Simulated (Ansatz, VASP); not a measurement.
# S: VASP beside Ansatz

```
CELL_PARAMETERS angstrom
0.00000 1.99396 1.99396
1.99396 0.00000 1.99396
1.99396 1.99396 0.00000
ATOMIC_POSITIONS crystal
S 0.00000 0.00000 0.00000
```

Alike in both runs: task electric field gradients; functional PBE; k mesh 16 × 16 × 16; occupations fermi-dirac, width 0.03 eV; no spin polarisation.

|  | VASP | Ansatz |
| --- | --- | --- |
| version | VASP 6.6.1 | Ansatz 0.2.0 |
| potentials or method | VASP PAW PBE potentials, release 64 (S) | PAW with Ansatz's default frozen-core files, scalar-relativistic |
| plane-wave cutoff (eV) | 520 | 420 |
| valence electrons in the cell | 6 | 6 |

VASP gave:

```
pressure (GPa)                                                 : -0.1
Vzz of the field gradient on the site that differs most (V/Å²) : 0.0
```

Q: What did Ansatz give for the same quantities?

A: Pressure (GPa): 0.0; Vzz of the field gradient on the site that differs most (V/Å²): 0.0.
